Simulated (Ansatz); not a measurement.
**AgCl: equation of state**

The task here is to estimate one member of a computed series from the others.

Program: Ansatz 0.2.0. Level of theory: DFT PBE, scalar-relativistic. These are calculated values, not measurements.

**Starting point**

The structure is cubic, space group Fm-3m (No. 225). Conventional cell: a = 5.546 Å, b = 5.546 Å, c = 5.546 Å, α = 90.00°, β = 90.00°, γ = 90.00°. Around Ag (site symmetry m-3m) lie 6 Cl at 2.77 Å. Around Cl (site symmetry m-3m) lie 6 Ag at 2.77 Å.

As a file:

```cif
data_structure
_symmetry_space_group_name_H-M 'P 1'
_symmetry_Int_Tables_number 1
_cell_length_a 3.9218
_cell_length_b 3.9218
_cell_length_c 3.9218
_cell_angle_alpha 60.000
_cell_angle_beta 60.000
_cell_angle_gamma 60.000
_cell_volume 42.65
loop_
_atom_site_label
_atom_site_type_symbol
_atom_site_fract_x
_atom_site_fract_y
_atom_site_fract_z
_atom_site_occupancy
Ag1 Ag 0.50000 0.50000 0.50000 1
Cl1 Cl 0.00000 0.00000 0.00000 1
```

The structure is an experimental refinement, used without relaxation.

Atoms are numbered in the order of the input: Ag1, Cl2.

The first run:

Contents of input.yaml:

```yaml
crystal:
  lattice:
    - [0.0, 2.7356704056, 2.7356704056]
    - [2.7356704056, 0.0, 2.7356704056]
    - [2.7356704056, 2.7356704056, 0.0]
  atoms:
    - { symbol: Ag, position: [0.5, 0.5, 0.5] }
    - { symbol: Cl, position: [0.0, 0.0, 0.0] }
kpoints:
  mp_grid: { grid: [9, 9, 9] }
scf:
  occupations: { method: fermi_dirac, width: 0.01 }
hamiltonian:
  xc: pbe
  pseudopotentials: { kind: all_electron, lapw: { basis_error: 0.0005 } }
output:
  forces: true
  stress: true
  eigenvalues: true
```

On the command line:

```
> ansatz run input.yaml --threads 1 --pin off --max-ram 2048MiB --backend cpu --events-out ev --progress --plain --runs-dir out
```

Steps of the session up to this table: Volume × 0.96, LAPW; Volume × 0.96, PAW; Volume × 0.96, crystal datasets; Volume × 0.98, LAPW; Volume × 0.98, PAW; Volume × 1.02, LAPW; Volume × 1.02, PAW; Volume × 1.04, LAPW; Volume × 1.04, PAW; Volume × 1.04, crystal datasets.

One table of the session follows, with a row left open; its other results are not shown here.

It belongs to the step «Fits». 

```
          method  volume (Å³/atom)  pressure (GPa)  gap on the k mesh (eV)
            LAPW            20.473            3.89                    0.96
            LAPW            20.900            2.68                    0.96
            LAPW            21.327            1.61                    0.96
            LAPW            21.753            0.67                    0.96
            LAPW            22.180           -0.17                    0.97
             PAW            20.473               ?                       ?
             PAW            20.900            2.68                    0.95
             PAW            21.327            1.61                    0.96
             PAW            21.753            0.67                    0.96
             PAW            22.180           -0.17                    0.97
crystal datasets            20.473            3.89                    0.96
crystal datasets            21.327            1.62                    0.96
crystal datasets            22.180           -0.17                    0.97
```

Estimate the missing values for PAW, 20.473.

As computed: pressure (GPa): 3.88; gap on the k mesh (eV): 0.95. In the column «pressure (GPa)» it lies between PAW, 20.900 (2.68) and LAPW, 20.473 (3.89).

Limits of these values: Warnings in the runs' records: gradients without spin orbit, crystal datasets made.
